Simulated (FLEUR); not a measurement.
# Ge (P6_3/mmc) in FLEUR: a series of runs

One crystal, Ge, is run at these levels: PBEsol; tasks: band structure.

Program: FLEUR MaX-R8.1 (later development tree). These are calculated values, not measurements. Logs are shortened: lines on timing, memory, paths and dates and some standing lists are left out, and cuts for length are marked.

### Step 1. The crystal as given

Symmetry: P6_3/mmc, No. 194, hexagonal system. The conventional cell has a = 3.998 Å, b = 3.998 Å, c = 6.599 Å, α = 90.00°, β = 90.00°, γ = 120.00°. Around Ge (site symmetry 3m) lie 4 Ge at 2.45 to 2.47 Å.

This isn't the form of Ge at room conditions, which is diamond.

### Step 2. Band structure, PBEsol

inp.xml

```xml
<?xml version="1.0" encoding="UTF-8" standalone="no"?>
<fleurInput fleurInputVersion="0.39">
   <comment>
      Ge                                                                                                  
   </comment>
   <calculationSetup>
      <cutoffs Kmax="4.56" Gmax="14.1" GmaxXC="14.1" numbands="0"/>
      <scfLoop itmax="60" minDistance="0.00001" maxIterBroyd="15" imix="Anderson" alpha="0.05" precondParam="0.0" spinf="2.0" sdNocoIR="T"/>
      <coreElectrons ctail="T" frcor="F" kcrel="0" coretail_lmax="0"/>
      <xcFunctional name="PBEs" relativisticCorrections="F"/>
      <magnetism jspins="1"/>
      <soc l_soc="F" theta="0.0" phi="0.0" spav="F"/>
      <expertModes spex="0" secvar="F"/>
      <geometryOptimization l_f="F" forcealpha="1.0" forcemix="BFGS" epsdisp="0.00001" epsforce="0.00001"/>
      <ldaU l_linMix="F" mixParam="0.05" spinf="1.0"/>
   </calculationSetup>
   <cell>
      <bzIntegration valenceElectrons="88.0" mode="hist" fermiSmearingEnergy="0.00183747">
         <kPointListSelection listName="default-1"/>
         <!-- k-points included here -->
         <xi:include xmlns:xi="http://www.w3.org/2001/XInclude" href="kpts.xml"> </xi:include>
      </bzIntegration>
      <!-- symmetry operations included here -->
      <xi:include xmlns:xi="http://www.w3.org/2001/XInclude" href="sym.xml"> </xi:include>
      <bulkLattice scale="1.0">
         <bravaisMatrix>
            <row-1>    7.5543424030371860     0.0000000000000000     0.0000000000000000</row-1>
            <row-2>   -3.7771712016130796     6.5422524300416010     0.0000000000000000</row-2>
            <row-3>    0.0000000000000000     0.0000000000000000    12.4710169182241923</row-3>
         </bravaisMatrix>
      </bulkLattice>
   </cell>
   <atomSpecies>
      <species name="Germanium (Ge)" element="Ge" atomicNumber="32">
         <mtSphere radius="2.15" gridPoints="711" logIncrement="0.017"/>
         <atomicCutoffs lmax="9" lnonsphr="9"/>
         <electronConfig flipSpins="F">
            <coreConfig>(1s1/2) (2s1/2) (2p1/2) (2p3/2)</coreConfig>
            <valenceConfig>(3s1/2) (3p1/2) (3p3/2) (4s1/2) (3d3/2) (3d5/2) (4p1/2) (4p3/2)</valenceConfig>
            <stateOccupation state="(4p1/2)" spinUp="0.333333" spinDown="0.333333"/>
            <stateOccupation state="(4p3/2)" spinUp="0.666667" spinDown="0.666667"/>
         </electronConfig>
         <energyParameters s="4" p="4" d="3" f="4"/>
         <lo type="SCLO" l="0" n="3" eDeriv="0"/>
         <lo type="SCLO" l="1" n="3" eDeriv="0"/>
         <lo type="SCLO" l="1" n="3" eDeriv="1"/>
         <lo type="HELO" l="2" n="4" eDeriv="0"/>
         <lo type="HELO" l="2" n="4" eDeriv="1"/>
         <lo type="SCLO" l="3" n="4" eDeriv="2"/>
      </species>
   </atomSpecies>
   <atomGroups>
      <atomGroup species="Germanium (Ge)">
         <relPos label="                   1">1.000/3.000 -1.000/3.000 -.0629012500</relPos>
         <relPos label="                   2">-1.000/3.000 1.000/3.000 .4370987500</relPos>
         <relPos label="                   3">1.000/3.000 -1.000/3.000 -.4370987500</relPos>
         <relPos label="                   4">-1.000/3.000 1.000/3.000 .0629012500</relPos>
         <force calculate="T" relaxXYZ="TTT"/>
      </atomGroup>
   </atomGroups>
   <output dos="F" band="F" slice="F">
      <checks vchk="F" cdinf="F"/>
      <bandDOS minEnergy="-.5*Htr" maxEnergy="0.5*Htr" sigma="0.015" storeEVData="T"/>
      <vacuumDOS vacdos="F" integ="F" star="F" nstars="0" locx1="0.0" locy1="0.0" locx2="0.0" locy2="0.0" nstm="0" tworkf="0.0"/>
      <unfoldingBand unfoldBand="F" supercellX="1" supercellY="1" supercellZ="1"/>
      <plotting iplot="0" polar="F">
         <plot TwoD="T" vec1="  1.0  0.0  0.0" vec2="  0.0  1.0  0.0" vec3="  0.0  0.0  1.0" zero="  0.0  0.0  0.0" file="plot"/>
      </plotting>
      <chargeDensitySlicing numkpt="0" minEigenval="0.0" maxEigenval="0.0" nnne="0" pallst="F"/>
      <specialOutput eonly="F"/>
      <moessbauerParams electricFieldGradient="T" isomerShift="T" coreHyperfine="T" valenceHyperfine="T"/>
      <magneticCircularDichroism mcd="F" energyLo="-10.0" energyUp="0.0"/>
   </output>
  <!-- We include the file relax.xml here to enable relaxations (see documentation) -->
  <xi:include xmlns:xi="http://www.w3.org/2001/XInclude" href="relax.xml"> <xi:fallback/> </xi:include>
</fleurInput>
```

crystal.txt

```
Ge
&input cartesian=F /
3.9975858431  0.0000000000  0.0000000000
-1.9987929216  3.4620108940  0.0000000000
0.0000000000  0.0000000000  6.5993779500
1.8897261246
1.0 1.0 1.0

4
32 0.3333333334  0.6666666668  0.9370987500
32 0.6666666668  0.3333333334  0.4370987500
32 0.3333333334  0.6666666668  0.5629012500
32 0.6666666668  0.3333333334  0.0629012500

&kpt div1=8 div2=8 div3=4 gamma=T /
```

inp.xml (bands)

```
<?xml version="1.0" encoding="UTF-8" standalone="no"?>
<fleurInput fleurInputVersion="0.39">
   <comment>
      Ge                                                                                                  
   </comment>
   <calculationSetup>
      <cutoffs Kmax="4.56" Gmax="14.1" GmaxXC="14.1" numbands="0"/>
      <scfLoop itmax="60" minDistance="0.00001" maxIterBroyd="15" imix="Anderson" alpha="0.05" precondParam="0.0" spinf="2.0" sdNocoIR="T"/>
      <coreElectrons ctail="T" frcor="F" kcrel="0" coretail_lmax="0"/>
      <xcFunctional name="PBEs" relativisticCorrections="F"/>
      <magnetism jspins="1"/>
      <soc l_soc="F" theta="0.0" phi="0.0" spav="F"/>
      <expertModes spex="0" secvar="F"/>
      <geometryOptimization l_f="F" forcealpha="1.0" forcemix="BFGS" epsdisp="0.00001" epsforce="0.00001"/>
      <ldaU l_linMix="F" mixParam="0.05" spinf="1.0"/>
   </calculationSetup>
   <cell>
      <bzIntegration valenceElectrons="88.0" mode="hist" fermiSmearingEnergy="0.00183747">
         <kPointListSelection listName="path-1"/>
         <!-- k-points included here -->
         <xi:include xmlns:xi="http://www.w3.org/2001/XInclude" href="kpts.xml"> </xi:include>
      </bzIntegration>
      <!-- symmetry operations included here -->
      <xi:include xmlns:xi="http://www.w3.org/2001/XInclude" href="sym.xml"> </xi:include>
      <bulkLattice scale="1.0">
         <bravaisMatrix>
            <row-1>    7.5543424030371860     0.0000000000000000     0.0000000000000000</row-1>
            <row-2>   -3.7771712016130796     6.5422524300416010     0.0000000000000000</row-2>
            <row-3>    0.0000000000000000     0.0000000000000000    12.4710169182241923</row-3>
         </bravaisMatrix>
      </bulkLattice>
   </cell>
   <atomSpecies>
      <species name="Germanium (Ge)" element="Ge" atomicNumber="32">
         <mtSphere radius="2.15" gridPoints="711" logIncrement="0.017"/>
         <atomicCutoffs lmax="9" lnonsphr="9"/>
         <electronConfig flipSpins="F">
            <coreConfig>(1s1/2) (2s1/2) (2p1/2) (2p3/2)</coreConfig>
            <valenceConfig>(3s1/2) (3p1/2) (3p3/2) (4s1/2) (3d3/2) (3d5/2) (4p1/2) (4p3/2)</valenceConfig>
            <stateOccupation state="(4p1/2)" spinUp="0.333333" spinDown="0.333333"/>
            <stateOccupation state="(4p3/2)" spinUp="0.666667" spinDown="0.666667"/>
         </electronConfig>
         <energyParameters s="4" p="4" d="3" f="4"/>
         <lo type="SCLO" l="0" n="3" eDeriv="0"/>
         <lo type="SCLO" l="1" n="3" eDeriv="0"/>
         <lo type="SCLO" l="1" n="3" eDeriv="1"/>
         <lo type="HELO" l="2" n="4" eDeriv="0"/>
         <lo type="HELO" l="2" n="4" eDeriv="1"/>
         <lo type="SCLO" l="3" n="4" eDeriv="2"/>
      </species>
   </atomSpecies>
   <atomGroups>
      <atomGroup species="Germanium (Ge)">
         <relPos label="                   1">1.000/3.000 -1.000/3.000 -.0629012500</relPos>
         <relPos label="                   2">-1.000/3.000 1.000/3.000 .4370987500</relPos>
         <relPos label="                   3">1.000/3.000 -1.000/3.000 -.4370987500</relPos>
         <relPos label="                   4">-1.000/3.000 1.000/3.000 .0629012500</relPos>
         <force calculate="T" relaxXYZ="TTT"/>
      </atomGroup>
   </atomGroups>
   <output dos="F" band="T" slice="F">
      <checks vchk="F" cdinf="F"/>
      <bandDOS minEnergy="-.5*Htr" maxEnergy="0.5*Htr" sigma="0.015" storeEVData="T"/>
      <vacuumDOS vacdos="F" integ="F" star="F" nstars="0" locx1="0.0" locy1="0.0" locx2="0.0" locy2="0.0" nstm="0" tworkf="0.0"/>
      <unfoldingBand unfoldBand="F" supercellX="1" supercellY="1" supercellZ="1"/>
      <plotting iplot="0" polar="F">
         <plot TwoD="T" vec1="  1.0  0.0  0.0" vec2="  0.0  1.0  0.0" vec3="  0.0  0.0  1.0" zero="  0.0  0.0  0.0" file="plot"/>
      </plotting>
      <chargeDensitySlicing numkpt="0" minEigenval="0.0" maxEigenval="0.0" nnne="0" pallst="F"/>
      <specialOutput eonly="F"/>
      <moessbauerParams electricFieldGradient="T" isomerShift="T" coreHyperfine="T" valenceHyperfine="T"/>
      <magneticCircularDichroism mcd="F" energyLo="-10.0" energyUp="0.0"/>
   </output>
  <!-- We include the file relax.xml here to enable relaxations (see documentation) -->
  <xi:include xmlns:xi="http://www.w3.org/2001/XInclude" href="relax.xml"> <xi:fallback/> </xi:include>
</fleurInput>
```

Potentials or basis: all-electron, FLAPW.

Command:

```bash
$ inpgen -f crystal.txt -profile fastHighL
$ # inp.xml edited to the form shown
$ fleur_MPI
$ fleur_MPI   # second run, on inp.xml (bands)
```

Output:

```text
Welcome to FLEUR        (www.flapw.de)
      MaX-Release 8.1          (www.max-centre.eu)

 ========== k-point set info ==========
 Selected k-point list: default-1
 k-point list type: mesh
 8 x 8 x 4
 Number of k points: 30

 ------------Calculation Setup---------------------------
 Number of MPI-tasks      :            1
 Number of PE/node        :            1
 Number of OMP-threads    :            1
 Most efficient MPI parallelization for:
           1           2           3           5           6          10          15          30
 Additional eigenvalue parallelization possible
 Number of basis functions:         1182
 Approximate size of matrices (H+S) per k-point:         0.021 GB
 --------------------------------------------------------
 Iteration:     1   Distance:       6.47516163 me/bohr^3
 Iteration:     2   Distance:       6.06177960 me/bohr^3
 Iteration:     3   Distance:       2.33338692 me/bohr^3
 Iteration:     4   Distance:       0.33696504 me/bohr^3
 Iteration:     5   Distance:       0.34222955 me/bohr^3
 Iteration:     6   Distance:       0.04668144 me/bohr^3
 Iteration:     7   Distance:       0.02511992 me/bohr^3
 Iteration:     8   Distance:       0.00811743 me/bohr^3
 Iteration:     9   Distance:       0.00172340 me/bohr^3
 Iteration:    10   Distance:       0.00177416 me/bohr^3
 Iteration:    11   Distance:       0.00018980 me/bohr^3
 Iteration:    12   Distance:       0.00001244 me/bohr^3
 Iteration:    13   Distance:       0.00002028 me/bohr^3
 Iteration:    14   Distance:       0.00000069 me/bohr^3

 ********************************************************************
 Run finished successfully
 Stop message:
   all done
 ********************************************************************
```

output (bands):

```text
Welcome to FLEUR        (www.flapw.de)
      MaX-Release 8.1          (www.max-centre.eu)

 ========== k-point set info ==========
 Selected k-point list: path-1
 k-point list type: path
 Number of k points: 60

 ------------Calculation Setup---------------------------
 Number of MPI-tasks      :            1
 Number of PE/node        :            1
 Number of OMP-threads    :            1
 Most efficient MPI parallelization for:
           1           2           3           4           5           6          10          12          15          20          30          60
 Additional eigenvalue parallelization possible
 Number of basis functions:         1182
 Approximate size of matrices (H+S) per k-point:         0.021 GB
 --------------------------------------------------------
 Fermi energy correction for metals:
 Fermi energy in bands.* files may not be consistent with last density.
 Please correct it manually (e.g. in band.gnu file).

 Note: Band structure data (together with different weights) is also stored in the banddos.hdf file.
       A convenient way of extracting and plotting the data from that file is by making use of the

 ********************************************************************
 Run finished successfully
 Stop message:
   Charge density postprocessing done.
 ********************************************************************
```

out.xml (last iteration):

```text
<iteration numberForCurrentRun="   14" overallNumber="   14">
         <energyParameters units="Htr">
            <atomicEP atomType="1" spin="1" branch="4s" branchLowest="-5.78" branchHighest="1.02" value="-0.1632521389"/>
            <atomicEP atomType="1" spin="1" branch="4p" branchLowest="-3.84" branchHighest="1.72" value="0.0483770743"/>
            <atomicEP atomType="1" spin="1" branch="3d" branchLowest="-9.99" branchHighest="-0.65" value="-0.6786850431"/>
            <atomicEP atomType="1" spin="1" branch="4f" branchLowest="-9.99" branchHighest="3.65" value="0.4060407310"/>
            <loAtomicEP atomType="1" spin="1" branch="3s" branchLowest="-49.96" branchHighest="-5.78" value="-5.7847042467"/>
            <loAtomicEP atomType="1" spin="1" branch="3p" branchLowest="-43.62" branchHighest="-3.84" value="-3.8503332026"/>
            <loAtomicEP atomType="1" spin="1" branch="3p" branchLowest="-43.62" branchHighest="-3.84" value="-3.8503332026"/>
            <heloAtomicEP atomType="1" spin="1" branch="4d" branchLowest="2.14" branchHighest="2.14" value="2.1357713384"/>
            <heloAtomicEP atomType="1" spin="1" branch="4d" branchLowest="2.14" branchHighest="2.14" value="2.1357713384"/>
            <loAtomicEP atomType="1" spin="1" branch="4f" branchLowest="-9.99" branchHighest="3.65" value="0.4060441794"/>
         </energyParameters>
         <eigenvalues>
            <eigenvaluesAt spin="1" ikpt="1" k_x="0.00000000" k_y="0.00000000" k_z="0.00000000">
                      -5.7847441996       -5.7847250992       -5.7846799113       -5.7846606638       -3.8484622960
                      -3.8484197266       -3.8483686530       -3.8483686530       -3.8483509115       -3.8483509115
                      -3.8482100612       -3.8481675965       -3.8480338956       -3.8480338956       -3.8480157374
                      -3.8480157374       -0.6927269220       -0.6927269220       -0.6913291760       -0.6913232333
                      -0.6913232333       -0.6908394172       -0.6903878216       -0.6903878216       -0.6884751552
                      -0.6884751552       -0.6839157999       -0.6839157999       -0.6834186079       -0.6828363900
                      -0.6826779928       -0.6826779928       -0.6820348722       -0.6820348722       -0.6809333415
                      -0.6809333415       -0.2477474036       -0.1725671686       -0.0581114515        0.1679505797
                       0.1679505797        0.2165475839        0.2173352807        0.2209982018        0.2268326015
[... 72 lines left out ...]
            <spinDependentCharge spin="1" total="128.0000000" interstitial="8.1653148" mtSpheres="119.8346852"/>
            <totalCharge value="128.0000000011"/>
         </allElectronCharges>
         <moessbauerParams unitsHFF="kG" unitsIS="e/bohr^3" unitsEFG="Htr/bohr^2">
            <coreIsomerShift atomType="1" isTotal="31396.12679">
               <shell n="1" l="0" isomerShift="28504.50322"/>
               <shell n="2" l="0" isomerShift="2866.44035"/>
               <shell n="2" l="1" isomerShift="25.18322"/>
            </coreIsomerShift>
            <isomerShift atomType="1" nucleusRadius="0.0000986" averageDensity="31864.21897"/>
            <electricFieldGradient atomType="1" VXX="-0.04448" VYY="-0.04448" VZZ="0.08895" asymParam="0.00000">
            </electricFieldGradient>
         </moessbauerParams>
         <totalEnergy                                    value="    -8390.2394184266" units="Htr">
            <sumOfEigenvalues                            value="    -4828.5150829123">
               <coreElectrons value="-4662.6316766475"/>
               <valenceElectrons value="-165.8834062648"/>
            </sumOfEigenvalues>
            <densityCoulombPotentialIntegral value="-12983.0529827917"/>
            <densityEffectivePotentialIntegral value="-13393.3663676578"/>
            <chargeDenXCDenIntegral value="-312.8078277936"/>
            <FockExchangeEnergyValence value="0.0000000000"/>
            <FockExchangeEnergyCore value="0.0000000000"/>
            <atomTypeDependentContributions atomType="1">
               <electronNucleiInteractionDifferentMTs value="10084.9169774195"/>
               <MadelungTerm value="-65.8394065632"/>
            </atomTypeDependentContributions>
            <tkbTimesEntropy value="0.0000478692"/>
            <freeEnergy value="-8390.2394662958"/>
            <extrapolationTo0K value="-8390.2394423612"/>
         </totalEnergy>
         <densityConvergence units="me/bohr^3">
            <chargeDensity spin="1" distance="0.0000006908"/>
         </densityConvergence>
      </iteration>
```

Run time: 4.3 min. Hardware: 1 thread of Arm Neoverse V2, shared host; peak memory 0.12 GiB.

Results:

```yaml
Free_energy: -228310.0468 eV
Band_gap_along_the_path: none (metal or under the smearing width)
Valence_electrons_inside_the_program's_atomic_spheres: Ge 19.96 (radii Ge 2.15 bohr)
```

Levels at the corners of the path, in eV from the Fermi level:
| point | band 42 | band 43 | band 44 | band 45 | band 46 | band 47 |
| --- | --- | --- | --- | --- | --- | --- |
| Γ | -0.15 | -0.13 | -0.03 | 0.12 | 0.12 | 2.24 |
| M | -3.07 | -2.83 | -1.44 | 0.46 | 1.61 | 3.49 |
| K | -3.48 | -3.48 | -3.21 | 1.39 | 4.56 | 4.56 |
| Γ | -0.15 | -0.13 | -0.03 | 0.12 | 0.12 | 2.24 |
| A | -0.85 | -0.85 | -0.85 | 0.64 | 0.64 | 3.34 |
| L | -2.55 | -2.41 | -2.41 | 0.47 | 0.47 | 2.05 |
| H | -4.31 | -2.02 | -2.02 | 1.20 | 1.20 | 4.05 |
| A | -0.85 | -0.85 | -0.85 | 0.64 | 0.64 | 3.34 |
| L | -2.55 | -2.41 | -2.41 | 0.47 | 0.47 | 2.05 |
| M | -3.07 | -2.83 | -1.44 | 0.46 | 1.61 | 3.49 |
| K | -3.48 | -3.48 | -3.21 | 1.39 | 4.56 | 4.56 |
| H | -4.31 | -2.02 | -2.02 | 1.20 | 1.20 | 4.05 |

Core levels (eV from the Fermi level):
```tsv
atom	levels
1 Ge	1s1/2 -10944.4, 2s1/2 -1365.6, 2p1/2 -1214.5, 2p3/2 -1182.7
2 Ge	1s1/2 -10944.4, 2s1/2 -1365.6, 2p1/2 -1214.5, 2p3/2 -1182.7
3 Ge	1s1/2 -10944.4, 2s1/2 -1365.6, 2p1/2 -1214.5, 2p3/2 -1182.7
4 Ge	1s1/2 -10944.4, 2s1/2 -1365.6, 2p1/2 -1214.5, 2p3/2 -1182.7
```

(Part 1 of 2 ends here.)
